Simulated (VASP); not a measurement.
Set up this calculation in VASP 6.6.1, as the native input.

| Quantity | Value |
| --- | --- |
| Task | single point |
| Functional | PBEsol |
| Potentials or basis | VASP PAW PBE potentials, release 64 (Ir) |
| Cutoff | 520 eV |
| k mesh | 3 × 3 × 3 |
| Occupations | gaussian, width 0.1 eV |
| Spin | no spin polarisation |
| Dipole correction | no |
| Further INCAR settings | ALGO = Fast; EDIFF = 1e-06; NBANDS = 66 |

The structure of Ir lies in POSCAR:

```
Ir
1.0
    3.5012296822      2.0214358995      5.5079415717
   -3.5012296822      2.0214358995      5.5079415717
    0.0000000000     -4.0428717990      5.5079415717
Ir
12
Direct
    0.0121211772      0.6592711270      0.0121211772
    0.0121211772      0.0121211772      0.6592711270
    0.6592711270      0.0121211772      0.0121211772
    0.9878788228      0.3407288730      0.9878788228
    0.3407288730      0.9878788228      0.9878788228
    0.9878788228      0.9878788228      0.3407288730
    0.2407368698      0.5986003094      0.2407368698
    0.2407368698      0.2407368698      0.5986003094
    0.5986003094      0.2407368698      0.2407368698
    0.7592631302      0.4013996906      0.7592631302
    0.4013996906      0.7592631302      0.7592631302
    0.7592631302      0.7592631302      0.4013996906
```

The cell was built by a generator and needn't be a form met in nature.

These files were run (other wordings do the same):

INCAR

```
SYSTEM = Ir
PREC = Accurate ; ENCUT = 520
EDIFF = 1E-6 ; ISMEAR = 0
SIGMA = 0.1 ; LREAL = .FALSE.
LASPH = .TRUE. ; NELM = 100
ALGO = Fast ; ISIF = 2
LWAVE = .FALSE. ; LCHARG = .FALSE.
GGA = PS ; NBANDS = 66
```

KPOINTS

```
Automatic mesh
0
G
  3 3 3
  0 0 0
```

Potentials or basis: VASP PAW PBE potentials, release 64 (Ir).

Command:

```sh
$ cat potpaw_PBE.64/Ir/POTCAR > POTCAR
$ mpirun -np 1 vasp_std > vasp.out
```

It gave:

The pressure is 0.4 GPa and the largest force is 0.086 eV/Å. The band gap on the k mesh is none (metal or under the smearing width).

Caveat: the k mesh is coarse (spacing up to 0.37 Å⁻¹), so the values aren't converged; the PAW data sets were made with another functional, which shifts forces and pressure a little.

Wall time 2.1 min on 1 thread of Intel(R) Xeon(R) 6975P-C (Granite Rapids), with other jobs on the host, peak memory 0.4 GiB.
